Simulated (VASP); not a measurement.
Write the native input for VASP 6.6.1 that does the following.

```yaml
Task: electric field gradients
Functional: PBEsol
Potentials_or_basis: VASP PAW PBE potentials, release 64 (Pt)
Cutoff: 520 eV
k_mesh: 9 × 9 × 9
Occupations: gaussian, width 0.1 eV
Spin: no spin polarisation
Dipole_correction: no
Further_INCAR_settings: ALGO = Normal; EDIFF = 1e-08; NBANDS = 11
```

The structure of Pt lies in POSCAR:

```
Pt
1.0
   -0.0376340000      1.9349850000      1.9203720000
    1.9868310000     -0.0287820000      1.9115190000
    1.9888280000      1.9281300000     -0.0307790000
Pt
1
Direct
   -0.0258020000      0.0259600000     -0.0193250000
```

The cell isn't the ideal one: cell strained at random at fixed volume.

One way to write it, as run:

INCAR

```
SYSTEM = Pt
PREC = Accurate ; ENCUT = 520
EDIFF = 1E-8 ; ISMEAR = 0
SIGMA = 0.1 ; LREAL = .FALSE.
LASPH = .TRUE. ; NELM = 100
ALGO = Normal ; ISIF = 2
LWAVE = .FALSE. ; LCHARG = .FALSE.
GGA = PS ; LEFG = .TRUE.
NBANDS = 11
```

KPOINTS

```
Automatic mesh
0
G
  9 9 9
  0 0 0
```

Potentials or basis: VASP PAW PBE potentials, release 64 (Pt).

Run with:

```console
$ cat potpaw_PBE.64/Pt/POTCAR > POTCAR
$ mpirun -np 1 vasp_std > vasp.out
```

Results of the run:

```json
{
 "Pressure": "-1.3 GPa",
 "Band gap on the k mesh": "none (metal or under the smearing width)"
}
```

Caveat: the PAW data sets were made with another functional, which shifts forces and pressure a little.

It took 32 s on 1 thread of Intel(R) Xeon(R) 6975P-C (Granite Rapids), with other jobs on the host, peak memory 0.18 GiB.
